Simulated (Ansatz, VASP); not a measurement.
# SiC: VASP beside Ansatz

INCAR

```
  PREC = Accurate
  ENCUT = 520
  EDIFF = 1E-6
  ISMEAR = 0
  SIGMA = 0.05
  LREAL = False
  LASPH = True
  NELM = 100
  ALGO = Normal
  ISIF = 2
  LWAVE = False
  LCHARG = False
  GGA = PE
  NBANDS = 11
```

KPOINTS

```
Automatic mesh
0
Gamma
  12 12 12
```

The input POSCAR:

```
SiC
1.0
    0.0163050000      2.1740000000      2.1740000000
    2.1903050000      0.0000000000      2.1903050000
    2.1740000000      2.1740000000      0.0163050000
Si C
1 1
Direct
    0.0000000000      0.0000000000      0.0000000000
    0.7500000000      0.7500000000      0.7500000000
```

Input for Ansatz:

```yaml
crystal:
  lattice:
    - [0.016305, 2.174, 2.174]
    - [2.190305, 0.0, 2.190305]
    - [2.174, 2.174, 0.016305]
  atoms:
    - { symbol: Si, position: [0.0, 0.0, 0.0] }
    - { symbol: C, position: [0.75, 0.75, 0.75] }
basis:
  ecutwfc: 420
kpoints:
  mp_grid: { grid: [12, 12, 12] }
hamiltonian:
  xc: pbe
scf:
  occupations: { method: gaussian, width: 0.05 }
output:
  forces: true
  stress: true
  eigenvalues: true
```

Change from the starting cell: strain +0.0150 x Voigt [0, 0, 0, 0, 1, 0], atoms carried along.

Alike in both runs: task single point; functional PBE; k mesh 12 × 12 × 12; occupations gaussian, width 0.05 eV; no spin polarisation.

|  | VASP | Ansatz |
| --- | --- | --- |
| version | VASP 6.6.1 | Ansatz 0.2.0 |
| potentials or method | VASP PAW PBE potentials, release 64 (Si, C) | scalar-relativistic, plane waves, PAW |
| plane-wave cutoff (eV) | 520 | 420 |
| valence electrons in the cell | 8 | 8 |

VASP gave:

| Item | Value |
| --- | --- |
| gap on the k mesh at the Fermi level (eV) | 1.30 |
| least direct gap on the mesh (eV) | 4.42 |
| pressure (GPa) | 4.9 |
| largest component of the traceless stress (GPa) | 4.20 |
| rms of the force components (eV/Å) | 0.076 |

Task: Estimate Ansatz's values.

Result: gap on the k mesh at the Fermi level (eV): 1.30; least direct gap on the mesh (eV): 4.43; pressure (GPa): 4.9; largest component of the traceless stress (GPa): 4.18; rms of the force components (eV/Å): 0.076.

Atom by atom the forces differ by 0.000 eV/Å (rms over components).

A k mesh can miss the band edges.
